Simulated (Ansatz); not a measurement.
# (001) slab of rocksalt PbTe, 16.1 Å thick as cut, bare faces

Ansatz, PAW, plane waves, no spin–orbit coupling unless named; atoms relaxed with PBEsol, the curve by HSE06. The curve holds the local part of the PAW potentials, so its shape inside matter depends on the files.

```xyz
12
Lattice="3.2200 3.2200 0.0000 -3.2200 3.2200 0.0000 0.0000 0.0000 29.1000" Properties=species:S:1:pos:R:3 pbc="T T T"
Te    0.0053    3.2136    6.4552
Te   -0.0065    3.2150   12.8989
Te   -0.0039    3.2198   19.3588
Te    0.0001    6.4360    9.7363
Te   -0.0026    6.4368   16.1957
Te    3.2124    3.2140   22.6402
Pb    3.2105    3.2269    6.6941
Pb    3.2089    3.2197   13.0488
Pb   -3.2122    3.2273   19.5437
Pb    0.0007    3.2190    9.5521
Pb    0.0109    3.2160   16.0461
Pb    0.0312    3.2418   22.4028
```

Planar mean of the electrostatic potential energy along the normal, from the vacuum level:

```
z (Å)  v (eV)
 0.00    0.00
 0.29    0.00
 0.73    0.00
 1.02    0.00
 1.31    0.00
 1.75    0.00
 2.04    0.00
 2.33    0.00
 2.76    0.00
 3.06    0.00
 3.35   -0.01
 3.64   -0.02
 4.07   -0.07
 4.37   -0.16
 4.66   -0.36
 5.09   -1.18
 5.38   -2.64
 5.67   -5.55
 6.11   -9.32
 6.40   -9.65
 6.69  -10.71
 7.13  -11.13
 7.42   -7.34
 7.71   -3.50
 8.15   -2.15
 8.44   -3.02
 8.73   -6.23
 9.02  -10.58
 9.46  -11.08
 9.75  -10.00
10.04   -9.99
10.48   -6.66
10.77   -3.33
11.06   -1.70
11.49   -1.52
11.79   -2.77
12.08   -5.84
12.51  -10.08
12.80  -10.02
13.10  -10.64
13.53  -11.03
13.82   -7.19
14.11   -3.34
14.55   -1.91
14.84   -2.53
15.13   -4.97
15.42   -9.56
15.86  -11.26
16.15  -10.12
16.44  -10.16
16.88   -7.73
17.17   -4.00
17.46   -1.95
17.90   -1.40
18.19   -2.33
18.48   -4.89
18.92   -9.58
19.21   -9.97
19.50  -10.42
19.93  -11.57
20.22   -8.56
20.52   -4.17
20.81   -2.39
21.24   -2.64
21.53   -5.15
21.83   -9.64
22.26  -11.41
22.55  -10.01
22.84   -9.55
23.28   -7.18
23.57   -3.92
23.86   -1.74
24.30   -0.53
24.59   -0.24
24.88   -0.11
25.32   -0.04
25.61   -0.02
25.90   -0.01
26.19    0.00
26.63    0.00
26.92    0.00
27.21    0.00
27.65    0.00
27.94    0.00
28.23    0.00
28.66    0.00
28.95    0.00
```

Question: How far below the vacuum level do the top filled and the lowest empty level lie, by each functional?

Answer: PBEsol: 4.71 and 3.72 eV (gap 0.99 eV, a 6×6×1 mesh); HSE06: 4.88 and 3.45 eV (gap 1.43 eV, a 4×4×1 mesh). Either level can be a surface state and not a band edge of the crystal.
